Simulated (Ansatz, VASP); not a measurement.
# SnSe2: VASP beside Ansatz

```
Sn Se
1.0
     3.81100    0.00000    0.00000
    -1.90550    3.30042    0.00000
     0.00000    0.00000    6.13700
Sn Se
1 2
Direct
  0.00000 0.00000 0.00000
  0.33333 0.66667 0.25000
  0.66667 0.33333 0.75000
```

Alike in both runs: task electric field gradients; functional PBE; k mesh 7 × 7 × 4; occupations fermi-dirac, width 0.03 eV; no spin polarisation.

|  | VASP | Ansatz |
| --- | --- | --- |
| version | VASP 6.6.1 | Ansatz 0.2.0 |
| potentials or method | VASP PAW PBE potentials, release 64 (Sn_d, Se), cutoff 520 eV | all-electron PAW with datasets made for the crystal, scalar-relativistic |

```csv
,VASP,Ansatz,Ansatz less VASP
pressure (GPa),5.4,5.3,-0.09
largest component of the traceless stress (GPa),0.86,0.85,-0.005
rms of the force components (eV/Å),0.345,0.337,-0.0086
Vzz of the field gradient on the site that differs most (V/Å²),-91.6,-95.0,-3.37
```

Atom by atom the forces differ by 0.009 eV/Å (rms over components). Ansatz ran all-electron here, so the differences hold the error of VASP's frozen core and of both bases. Ansatz warned: «gradients_without_spin_orbit».

Caveats: the cell's inner coordinates are idealised or old, which leaves forces on the atoms; this functional lacks dispersion, which binds the layers, so the pressure and a relaxed spacing across them are unreliable. A k mesh can miss the band edges.
